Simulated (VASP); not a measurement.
Input of a VASP 6.6.1 run:

Contents of INCAR:

```
ALGO = Normal
EDIFF = 1E-7
EDIFFG = -0.005
ENCUT = 600
GGA = CA
IBRION = 2
ISIF = 3
ISMEAR = 0
KPAR = 2
LASPH = True
LCHARG = False
LREAL = False
LWAVE = False
NELM = 80
NSW = 90
PREC = Accurate
SIGMA = 0.03
```

File KPOINTS:

```
k-points
0
Gamma
  8 8 6
```

The input POSCAR:

```
ZrO2                                    
1.0
    3.5599727570      0.0000000000      0.0000000000
    0.0000000000      3.5599727570      0.0000000000
    0.0000000000      0.0000000000      5.1088090954
  Zr              O             
     2     4
Direct
     0.0000000000000000    0.0000000000000000    0.0000000000000000
     0.5000000000000000    0.5000000000000000    0.5000000000000000
     0.0000000000000000    0.5000000000000000    0.2084349391777838
     0.0000000000000000    0.5000000000000000    0.7084349391777839
     0.5000000000000000    0.0000000000000000    0.2915650608222162
     0.5000000000000000    0.0000000000000000    0.7915650608222161
```

Potentials or basis: VASP PAW LDA potentials, release 64 (Zr_sv, O).

Run with:

```bash
$ cat potpaw_LDA.64/Zr_sv/POTCAR potpaw_LDA.64/O/POTCAR > POTCAR
$ mpirun -np 2 vasp_std > vasp.out
```

Predict the band gap on the k mesh.

3.93 eV, indirect (least direct gap 4.06 eV).

Final structure:
```cif
data_structure
_symmetry_space_group_name_H-M 'P 1'
_symmetry_Int_Tables_number 1
_cell_length_a 3.5600
_cell_length_b 3.5600
_cell_length_c 5.1088
_cell_angle_alpha 90.000
_cell_angle_beta 90.000
_cell_angle_gamma 90.000
_cell_volume 64.75
loop_
_atom_site_label
_atom_site_type_symbol
_atom_site_fract_x
_atom_site_fract_y
_atom_site_fract_z
_atom_site_occupancy
Zr1 Zr 0.00000 0.00000 0.00000 1
Zr2 Zr 0.50000 0.50000 0.50000 1
O1 O 0.00000 0.50000 0.20843 1
O2 O 0.00000 0.50000 0.70844 1
O3 O 0.50000 0.00000 0.29157 1
O4 O 0.50000 0.00000 0.79157 1
```

Caveat: the relaxation stopped at its first step, so nothing moved. A k mesh can miss the band edges.
